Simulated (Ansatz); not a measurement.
Set up this calculation in Ansatz 0.2.0, as the native input.

```
Task                                : band structure
Functional                          : PBE
Potentials or basis                 : Ansatz PAW
Cutoff                              : 420 eV (not typed: the program's choice for these potentials)
k mesh                              : 5 × 5 × 5
Occupations                         : fermi-dirac, width 0.05 eV
Spin                                : spin-orbit coupling, no magnetisation
Path                                : [["G", "X", "W", "K", "G", "L", "U", "W", "L", "K"], ["U", "X"]]
Points for each segment of the path : 14
```

TePb:

```xyz
2
Lattice="0.0000 3.2310 3.2310 3.2310 0.0000 3.2310 3.2310 3.2310 0.0000" Properties=species:S:1:pos:R:3 pbc="T T T"
Pb    0.0000    0.0000    0.0000
Te    3.2310    3.2310    3.2310
```

One way to write it, as run:

input.yaml

```yaml
crystal:
  lattice:
    - [0.0, 3.231, 3.231]
    - [3.231, 0.0, 3.231]
    - [3.231, 3.231, 0.0]
  atoms:
    - { symbol: Pb, position: [0.0, 0.0, 0.0] }
    - { symbol: Te, position: [0.5, 0.5, 0.5] }
hamiltonian:
  xc: pbe
  pseudopotentials: { kind: paw_fr }
magnetization:
  noncollinear: true
  spin_orbit: true
kpoints:
  mp_grid: { grid: [5, 5, 5] }
  band_path:
    path:
      - [[0.0, 0.0, 0.0], [0.5, 0.0, 0.5], [0.5, 0.25, 0.75], [0.375, 0.375, 0.75], [0.0, 0.0, 0.0], [0.5, 0.5, 0.5], [0.625, 0.25, 0.625], [0.5, 0.25, 0.75], [0.5, 0.5, 0.5], [0.375, 0.375, 0.75]]
      - [[0.625, 0.25, 0.625], [0.5, 0.0, 0.5]]
    npoints: 14
scf:
  occupations: { method: fermi_dirac, width: 0.05 }
  n_extra_bands: 6
output:
  forces: true
  stress: true
  eigenvalues: true
  fatbands: false
  write_density: true
  write_potential: true
  elf: true
  volumetric_format: npy
```

Potentials or basis: Ansatz PAW.

Command:

```sh
$ ansatz run input.yaml --threads 2 --pin off --max-ram 5632MiB --backend cpu --events-out ev --progress --plain --runs-dir out
```

Results of the run:

The pressure is 1.9 GPa and the band gap along the path is 0.10 eV, direct.

Caveat: this odd mesh misses L, where the gap lies, so gap, dielectric constants and Born charges aren't listed.

Run time: 10 s on 2 threads of Intel(R) Xeon(R) 6975P-C (Granite Rapids) (shared host), peak memory 0.7 GiB.
